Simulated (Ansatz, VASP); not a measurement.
K: VASP beside Ansatz

```
K
1.0
    -2.66707    2.66707    2.66707
     2.66707   -2.66707    2.66707
     2.66707    2.66707   -2.66707
K
1
Direct
  0.00000 0.00000 0.00000
```

Alike in both runs: task single point; functional PBE; k mesh 12 × 12 × 12; occupations gaussian, width 0.1 eV; no spin polarisation.

|  | VASP | Ansatz |
| --- | --- | --- |
| version | VASP 6.6.1 | Ansatz 0.2.0 |
| potentials or method | VASP PAW PBE potentials, release 64 (K_sv) | scalar-relativistic, plane waves, PAW |
| plane-wave cutoff (eV) | 520 | 420 |
| valence electrons in the cell | 9 | 9 |

```tsv
	VASP	Ansatz	Ansatz less VASP
gap on the k mesh at the Fermi level (eV)	none	none	-
pressure (GPa)	-0.1	-0.1	+0.01
```

A gap of «none» marks a metal or a gap that the smearing closes. With one functional, cell and mesh, what is left measures potentials, basis and numerics.
